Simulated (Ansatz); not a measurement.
**¹⁷O NMR of the central transition in SiO₂**

Cell: a structure deposited in the COD, atoms as given.

Space group P4_12_12 (No. 92); a = 4.9570, c = 6.8903 Å.

| site | Wyckoff | site symmetry | x | y | z |
| --- | --- | --- | --- | --- | --- |
| Si | 4a | ..2 | 0.3047 | 0.3047 | 0.0000 |
| O | 8b | 1 | 0.2381 | 0.1109 | 0.1826 |

One atom of each set is listed.

All values are calculated (Ansatz; DFT, PBE, plane waves and PAW, scalar-relativistic, 420 eV cutoff, Γ-centred 4×4×3 k-points, Fermi–Dirac smearing 0.02 eV), not measured.

¹⁷O has I = 5/2 and Q = -25.58 mb (Pyykkö 2018); at 16.4 T its Larmor frequency is ν₀ = 94.7 MHz. Only the quadrupole interaction is simulated: positions count from each site's isotropic chemical shift, and J coupling is left out, as are shift anisotropy and dipolar coupling, which fast spinning averages.

(1) Give C_Q, η, the quadrupolar product P_Q = |C_Q|(1 + η²/3)^½, the second-order isotropic shift and the breadth of the pattern (fast magic-angle spinning) for each O site.

Answers

(1) 

```csv
site,first shell,C_Q (MHz),η,P_Q (MHz),δ_QIS (ppm),breadth (kHz)
O,"2 Si at 1.60–1.62 Å, angle 145°",-5.65,0.17,5.68,-21.6,4.58
```

δ_QIS = −(ν_Q²/30ν₀²)[I(I+1) − 3/4](1 + η²/3) × 10⁶ ppm with ν_Q = 3|C_Q|/[2I(2I−1)]; it falls as 1/B₀² in ppm, and the breadth as 1/B₀ in kHz.

At O V_zz runs parallel to the line that joins its two neighbours (within 1°).

The calculated pressure of 6 GPa (PBE) comes largely from the unrelaxed atoms: it is 1.4 GPa once they are relaxed in the same cell. The largest force is 0.5 eV/Å, so the atoms aren't at the calculated equilibrium and relaxing them would move these values.

Hardware: 1 thread of Intel Xeon Platinum 8375C CPU @ 2.90GHz (Ice Lake) (x86_64; 16 cores open to the job, memory cap 2.5 GiB, no GPU), a shared host with a load of 0.3 a core. Wall time 8 s, CPU time 8 s, peak memory 0.45 GiB.
